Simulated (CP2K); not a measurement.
## InAs under changes of volume

One of the cells (27.489 Å³/atom); the others are scaled copies at fixed shape and fractional positions:

```xyz
2
Lattice="4.2681 0.0000 0.0000 2.1340 3.6963 0.0000 2.1340 1.2321 3.4849" Properties=species:S:1:pos:R:3 pbc="T T T"
In    0.0000    0.0000    0.0000
As    6.4021    3.6963    2.6137
```

- Program: CP2K 2026.2
- Functional: PBE
- Potentials or basis: POTENTIAL_UZH In GTH-PBE-q13, As GTH-PBE-q5; TZVP-MOLOPT-PBE-GTH basis
- Density cutoff: 6123 eV
- k mesh: 8 × 8 × 8
- Occupations: fermi-dirac, width 0.05 eV
- Spin: no spin polarisation

| volume (Å³/atom) | energy over the lowest point (meV/atom) | pressure (GPa) |
| --- | --- | --- |
| 25.840 | 104.23 | 9.8 |
| 26.389 | 73.80 | 8.0 |
| 26.939 | 49.27 | 6.3 |
| 27.489 | 30.14 | 4.8 |
| 28.039 | 15.88 | 3.5 |
| 28.588 | ? | ? |
| 29.138 | 0.00 | 1.2 |

Task: What does the run at 28.588 Å³/atom give?

Result: Energy over the lowest point 5.98 meV/atom; pressure 2.3 GPa.

Worked out: A Birch-Murnaghan fit of order 3 (a polynomial in V^(-2/3)) to the other rows has its minimum at 29.82 Å³/atom, just outside them, with B0 = V·E''(V) = 49 GPa and B' = 4.6. It gives 5.98 meV/atom at 28.588 Å³/atom, against the run's 5.98, and -dE/dV = 2.3 GPa, against 2.3.

Energies are extrapolated to zero smearing.

Caveats: the basis of atomic orbitals isn't converged, which shifts pressures, moduli and gaps.
